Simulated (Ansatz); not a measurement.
# PbSe: the cost of one run

Program: Ansatz 0.2.0. Level of theory: reference: DFT, HSE06, plane waves, PAW. These are calculated values, not measurements.

2 further runs of the same task are left out: 2 that didn't finish.

### Step 1. Starting point

It takes space group Pm-3m (No. 221, cubic). The conventional cell has a = 3.768 Å, b = 3.768 Å, c = 3.768 Å, α = 90.00°, β = 90.00°, γ = 90.00°. Pb (site symmetry m-3m) is surrounded by 8 Se at 3.26 Å. Se (site symmetry m-3m) has 8 Pb at 3.26 Å as nearest neighbours.

Coordinates:

```cif
data_structure
_symmetry_space_group_name_H-M 'P 1'
_symmetry_Int_Tables_number 1
_cell_length_a 3.7682
_cell_length_b 3.7682
_cell_length_c 3.7682
_cell_angle_alpha 90.000
_cell_angle_beta 90.000
_cell_angle_gamma 90.000
_cell_volume 53.50
loop_
_atom_site_label
_atom_site_type_symbol
_atom_site_fract_x
_atom_site_fract_y
_atom_site_fract_z
_atom_site_occupancy
Pb1 Pb 0.00000 0.00000 0.00000 1
Se1 Se 0.50000 0.50000 0.50000 1
```

### Step 2. Baseline

The input, input.yaml:

```yaml
crystal:
  lattice:
    - [3.7681579098, 0.0, 0.0]
    - [0.0, 3.7681579098, 0.0]
    - [0.0, 0.0, 3.7681579098]
  atoms:
    - { symbol: Pb, position: [0.0, 0.0, 0.0] }
    - { symbol: Se, position: [0.5, 0.5, 0.5] }
kpoints:
  mp_grid: { grid: [4, 4, 4] }
hamiltonian:
  xc: hse06
scf:
  occupations: { method: fermi_dirac, width: 0.02 }
  n_extra_bands: 4
output:
  forces: true
  stress: true
  eigenvalues: true
```

Started as:

```
ansatz run input.yaml --threads 4 --pin off --max-ram 3686MiB --backend cpu --events-out ev --progress --plain --runs-dir out
```

**Question.** How long does this run take on 4 threads of Arm Neoverse N1, shared host, and how much memory does it need?

About 12 s, with a peak of 0.82 GiB.
